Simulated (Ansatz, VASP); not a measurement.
One calculation of Si (a cell with a defect), two programs

```
Si
1.0
     0.00000    5.43000    5.43000
     5.43000    0.00000    5.43000
     5.43000    5.43000    0.00000
Si
17
Cartesian
  0.0260 -0.0248 -0.0277
  1.3917 1.3558 1.3553
  2.7117 2.7190 -0.0052
  4.0754 4.0393 1.3543
  2.7101 -0.0057 2.7188
  4.0733 1.3568 4.0364
  5.4354 2.7198 2.7180
  6.7872 4.0722 4.0730
  0.0233 2.7374 2.7355
  1.3608 4.0738 4.0652
  2.6961 5.4103 2.7331
  4.0738 6.7884 4.1050
  2.6918 2.7392 5.4032
  4.0718 4.1057 6.7859
  5.4342 5.4264 5.4253
  6.7548 6.7894 6.7848
  9.5057 6.7887 6.7805
```

Alike in both runs: functional PBEsol; k mesh 2 × 2 × 2; occupations fermi-dirac, width 0.02 eV; no spin polarisation.

Ansatz relaxed the structure, and its values are those at the end. VASP's run is a single point on that final structure, the one shown.

|  | VASP | Ansatz |
| --- | --- | --- |
| version | VASP 6.6.1 | Ansatz 0.2.0 |
| potentials or method | VASP PAW PBE potentials, release 64 (Si) | scalar-relativistic, plane waves, PAW |
| plane-wave cutoff (eV) | 520 | 420 |
| valence electrons in the cell | 68 | 68 |

Ansatz gave:

```
rms of the force components (eV/Å) : 0.012
```

Problem. Estimate VASP's values.

Solution. rms of the force components (eV/Å): 0.013.

Ansatz warned: «pseudo_functional_mismatch».

Caveats: the k mesh is coarse (spacing up to 0.50 Å⁻¹), so the values aren't converged; the PAW data sets were made with another functional, which shifts forces and pressure a little (VASP).
